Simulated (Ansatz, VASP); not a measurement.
## One calculation of MgI2, two programs

File INCAR:

```
SYSTEM = MgI2
PREC = Accurate
ENCUT = 520
EDIFF = 1E-6
ISMEAR = 0
SIGMA = 0.05
LREAL = .FALSE.
LASPH = .TRUE.
NELM = 100
ALGO = Normal
ISIF = 2
LWAVE = .FALSE.
LCHARG = .TRUE.
GGA = PS
LELF = .TRUE.
LVHAR = .TRUE.
NBANDS = 15
```

KPOINTS

```
regular mesh
0
G
  6 6 4
  0 0 0
```

Contents of POSCAR:

```
MgI2
1.0
    4.1537001214      0.0000000000      0.0000000000
   -2.0768500607      3.5972098248      0.0000000000
    0.0000000000      0.0000000000      6.6561400000
Mg I
1 2
Direct
    0.0000000000      0.0000000000      0.0000000000
    0.3333333333      0.6666666667      0.7576300000
    0.6666666667      0.3333333333      0.2423700000
```

Input for Ansatz:

```yaml
crystal:
  lattice:
    - [4.1537001214, 0.0, 0.0]
    - [-2.0768500607, 3.5972098248, 0.0]
    - [0.0, 0.0, 6.65614]
  atoms:
    - { symbol: Mg, position: [0.0, 0.0, 0.0] }
    - { symbol: I, position: [0.3333333333, 0.6666666667, 0.75763] }
    - { symbol: I, position: [0.6666666667, 0.3333333333, 0.24237] }
basis:
  ecutwfc: 420
kpoints:
  mp_grid: { grid: [6, 6, 4] }
hamiltonian:
  xc: pbesol
scf:
  occupations: { method: gaussian, width: 0.05 }
output:
  forces: true
  stress: true
  eigenvalues: true
```

Change from the starting cell: strain +0.000 along x and y, -0.030 along z, atoms carried along.

Alike in both runs: task single point; functional PBEsol; k mesh 6 × 6 × 4; occupations gaussian, width 0.05 eV; no spin polarisation.

```csv
,VASP,Ansatz
version,VASP 6.6.1,Ansatz 0.2.0
potentials or method,"VASP PAW PBE potentials, release 64 (Mg, I)","scalar-relativistic, plane waves, PAW"
plane-wave cutoff (eV),520,420
valence electrons in the cell,16,44
```

```tsv
	VASP	Ansatz	Ansatz less VASP
gap on the k mesh at the Fermi level (eV)	3.30	3.32	+0.015
least direct gap on the mesh (eV)	3.49	3.50	+0.010
pressure (GPa)	0.7	0.8	+0.02
largest component of the traceless stress (GPa)	0.81	0.80	-0.005
rms of the force components (eV/Å)	0.088	0.090	+0.0014
```

Atom by atom the forces differ by 0.001 eV/Å (rms over components). With one functional, cell and mesh, what is left measures potentials, basis and numerics. The two sets of potentials don't hold the same shells in valence.

Caveats: the PAW data sets were made with another functional, which shifts forces and pressure a little (VASP); spin-orbit coupling is left out, which moves the levels of the heavy elements; this functional lacks dispersion, which binds the layers, so the pressure and a relaxed spacing across them are unreliable. A k mesh can miss the band edges.
